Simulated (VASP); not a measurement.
# AlN (F-43m) under biaxial strain in the (110) plane

How do the elastic response and the band edges of AlN follow biaxial strain in the (110) plane?

Main program and level: VASP 6.6.1; LDA; plane waves and PAW (Al, N); cell typed or built by script, in the first sound run; inputs show where later runs differ.

Most raw output is cut from this account.

## 1. The starting structure

Symmetry: F-43m, No. 216, cubic system. Conventional cell: a = 4.380 Å, b = 4.380 Å, c = 4.380 Å, α = 90.00°, β = 90.00°, γ = 90.00°. Al has 4 N at 1.90 Å nearest. Nearest to N lie 4 Al at 1.90 Å. Farther neighbours and most contacts between anions are not listed.

## 2. Relax the crystal, LDA

The series starts from the cell that this level prefers, so that zero strain is near zero stress.

This step took 2 runs in a row; the last is shown.

Level: LDA; plane waves and PAW (Al, N); cell typed or built by script.

Input file INCAR:

```
SYSTEM = AlN
PREC = Accurate
ENCUT = 600
EDIFF = 1E-07
NELM = 120
ISMEAR = 0
SIGMA = 0.02
LREAL = .FALSE.
ALGO = Normal
GGA = CA
NBANDS = 10
LASPH = .TRUE.
LORBIT = 11
LWAVE = .FALSE.
LCHARG = .FALSE.
KPAR = 16
IBRION = 2
NSW = 40
ISIF = 3
EDIFFG = -0.005
POTIM = 0.4
```

Input file POSCAR:

```
AlN
1.0
    0.0000000000      2.1729629977      2.1729629977
    2.1729629977      0.0000000000      2.1729629977
    2.1729629977      2.1729629977      0.0000000000
Al N
1 1
Direct
    0.0000000000      0.0000000000      0.0000000000
    0.2500000000      0.2500000000      0.2500000000
```

Input file KPOINTS:

```
Automatic mesh
0
Gamma
12 12 12
0 0 0
```

Potentials, in the order of the species: Al and N (LDA family, release 64).

The run is started by

```
$ mpirun -np 16 vasp_std
```

Run time: 5.8 s. Hardware: 16 MPI ranks of AMD EPYC 7R43, shared host; peak memory 2 GiB; 74 s of CPU time.

This run gave:

| Property | Result |
| --- | --- |
| energy(sigma→0) of the program | -16.3762 eV |
| stress, compression positive | 0.01 along [110], 0.01 across it (mean), GPa |
| volume | 20.520 Å³ |
| ionic steps | 1 |

## 3. Strain along the normal, LDA

One member in full: the plane is strained by 0.5 %, and the strain along the normal is moved by secant steps until the normal stress is under 0.012 GPa or five steps are spent; the atoms relax at each step.

This step took 3 runs, each at a new trial strain with the atoms of the one before; the last is shown.

Level: LDA; plane waves and PAW (Al, N); cell typed or built by script.

Edit INCAR of step 2 so:

```diff
@@ -15,7 +15,7 @@
 LCHARG = .FALSE.
-KPAR = 16
-IBRION = 2
-NSW = 40
-ISIF = 3
-EDIFFG = -0.005
-POTIM = 0.4
+KPAR = 4
+IBRION = 1
+NSW = 25
+ISIF = 2
+EDIFFG = -0.004
+POTIM = 0.3
```

Input file POSCAR:

```
AlN
1.0
   -0.0080714020      2.1757564110      2.1838278130
    2.1757564110     -0.0080714020      2.1838278130
    2.1676850090      2.1676850090      0.0000000000
Al N
1 1
Direct
    0.9994905860      0.9994905860      0.0005094140
    0.2505094140      0.2505094140      0.2494905860
```

KPOINTS is that of step 2.

The run is started by

```
$ mpirun -np 4 vasp_std
```

Elapsed: 26 s, on 4 MPI ranks; peak memory 0.61 GiB; 99 s of CPU time.

This run gave:

```
energy(sigma→0) of the program : -16.3749 eV
stress, compression positive   : 0.01 along [110], -2.35 across it (mean), GPa
ionic steps                    : 1
```

## 4. Band edges, HSE06

Short lines in KPOINTS_OPT sample the zone centre along and across the normal of the plane, for masses, and the other valleys.

Level: HSE06; plane waves and PAW (Al, N); cell typed or built by script.

Input file INCAR:

```
SYSTEM = AlN
PREC = Accurate
ENCUT = 600
EDIFF = 1E-06
NELM = 100
ISMEAR = 0
SIGMA = 0.02
LREAL = .FALSE.
ALGO = Normal
LHFCALC = .TRUE.
AEXX = 0.25
GGA = PE
HFSCREEN = 0.2
LASPH = .TRUE.
NBANDS = 9
PRECFOCK = Fast
LWAVE = .FALSE.
LCHARG = .FALSE.
KPAR = 4
```

POSCAR is that of step 3.

Input file KPOINTS:

```
Automatic mesh
0
Gamma
6 6 6
0 0 0
```

Input file KPOINTS_OPT:

```
Line mode
6
Line-mode
Reciprocal
  0.00000000   0.00000000   0.00000000
  0.01219751   0.01219751   0.02439503

  0.00000000   0.00000000   0.00000000
 -0.01228835   0.01228835   0.00000000

  0.31000000   0.31000000   0.00000000
  0.50000000   0.50000000   0.00000000

  0.00000000   0.31000000   0.31000000
  0.00000000   0.50000000   0.50000000

  0.45000000   0.45000000   0.45000000
  0.50000000   0.50000000   0.50000000

  0.45000000   0.00000000   0.00000000
  0.50000000   0.00000000   0.00000000

  0.42500000   0.42500000   0.00000000
  0.42493577   0.44231412   0.01724989

  0.50000000   0.50000000   0.50000000
  0.48771165   0.51228835   0.50000000
```

The run is started by

```
$ mpirun -np 4 vasp_std
```

Run time: 6.1 min. Hardware: 4 MPI ranks; peak memory 0.96 GiB; 24 min of CPU time.

Numbers from this step:

```
energy(sigma→0) of the program : -17.4631 eV
```

## 5. The table

Hybrid runs start from orbitals of a short LDA run, not shown.

Runs beyond LDA use the data sets made with LDA; this shifts their levels slightly, and their total energies have another zero.

The other members went through these steps as far as the tables show, with the same cutoff and, step by step, the same mesh; 47 runs are not shown. The session took 4.6 core hours (wall time by ranks) on a shared machine.

```csv
in-plane strain (%),strain along the normal (%),"mean of the two in-plane stresses, tension positive (GPa)",energy above the unstrained row (meV/atom),"gap on the mesh, LDA (eV)"
-2.000,1.121,-9.795,12.687,3.035
-1.500,0.819,-7.306,7.185,3.093
-1.000,0.532,-4.841,3.243,3.144
-0.500,0.261,-2.405,0.850,3.190
0,0.000,-0.010,0.000,3.230
0.500,-0.243,2.349,0.663,3.183
1.000,-0.472,4.659,2.823,3.136
1.500,-0.694,6.904,6.459,3.089
2.000,-0.901,9.104,11.550,3.044
```

Slopes at zero strain, from cubics through all rows: strain ratio -0.502, stress over strain 476 GPa.

Band edges at HSE06, counted from the valence-band top at Γ, with one row partly withheld:

```csv
in-plane strain (%),gap (eV),conduction band at Γ (eV),Δ or X valley along z (eV),Δ or X valley along x (eV),"lowest conduction level at L, [111] (eV)","lowest conduction level at L, [-111] (eV)",second valence level below the top (eV),third valence level below the top (eV)
-2.000,4.415,5.860,4.415,4.516,9.330,9.030,0.085,0.284
-1.500,4.468,?,4.469,4.539,9.260,9.043,0.060,0.209
-1.000,4.516,5.802,4.516,4.559,9.187,9.047,0.037,0.136
-0.500,4.557,5.764,4.557,4.577,9.111,9.043,0.018,0.067
0,4.592,5.721,4.592,4.592,9.033,9.033,0.000,0.000
0.500,4.541,5.607,4.558,4.541,8.888,8.950,0.048,0.064
1.000,4.490,5.491,4.521,4.490,8.744,8.864,0.096,0.124
1.500,4.440,5.374,4.481,4.440,8.601,8.773,0.143,0.183
2.000,4.391,5.255,4.440,4.391,8.459,8.678,0.189,0.239
```

Conduction masses, in electron masses:

```csv
in-plane strain (%),"conduction mass at Γ, along the strain axis or the normal of the plane","conduction mass at Γ, across the strain axis or in the plane"
-2.000,0.290,0.326
-1.500,0.290,0.317
-1.000,0.291,0.310
-0.500,0.294,0.304
0,0.297,0.297
0.500,0.298,0.289
1.000,0.299,0.282
1.500,0.300,0.275
2.000,0.303,0.271
```

## 6. Working out the slope

The quantity to fit is the conduction level at Γ above the mean of the three top valence levels at HSE06: 5.983, 5.860, 5.792, 5.721, 5.644, 5.565, 5.482, 5.397 eV in the rows shown.

A least-squares parabola through the 8 rows shown, with e the strain in %: E = − 0.007617 e² − 0.1468 e + 5.720 (eV), r.m.s. residual 7.3e-4 eV.

At e = -1.5 this predicts 5.9233 eV.

## 7. Checking the prediction

The calculation gives 5.9239 eV, so the prediction is 0.0006 eV too low, within twice the residual of the fit.

## 8. Outcome

```yaml
ratio_of_normal_to_in_plane_strain: -0.502
biaxial_modulus: 476 GPa
gap_of_the_unstrained_cell_hse06: 4.59 eV
slope_at_zero_strain_of_the_conduction_level_at_gamma_above_the_mean_of_the_three_top_valence_levels_hse06: -147 meV per %
error_of_the_predicted_row: -0.6 meV
```

In words: As a check, the curvature of the energy gives 474 GPa for the same modulus (energy per volume = M × strain²), 0 % from the slope of the stress. The energy also has a linear term worth 0.14 GPa that the stress column lacks, a mark of the finite basis. At HSE06 the lowest conduction valley is Δ or X throughout, and the gap runs between 4.39 and 4.59 eV. Hole masses are left out throughout, since the top bands are degenerate or cross in many series; of conduction masses, those of the Γ, L and (for Si and Ge under (001) strain) Δ valleys are kept where they change by under an eighth between rows. HSE06 ran on a coarser mesh than the semilocal levels. Spin-orbit coupling is left out at HSE06, so the valence splittings there lack it. Δ or X levels are the lowest on their line, refined by a parabola unless they lie at X; the gap is read from all points sampled and can differ from the lowest valley by some meV, or by tens of meV where strain moves the valence top off Γ. Temperature, zero-point motion and excitons are left out.

[Lines on the potential files, build, host, timing and source positions are cut from VASP's logs without a mark.]

[Logs are printed without paths, hosts, clocks, repeated set-up lines and the standing remarks that a program may print on its own settings, such as how far it seeks lower states.]

[Hosts, paths, dates, database ids (printed as entryN), source tags and the programs' standing remarks are cut or masked in the printed files.]

[In band tables of VASP the shares of atoms and orbitals are scaled to a sum of 1 inside the atoms' spheres.]
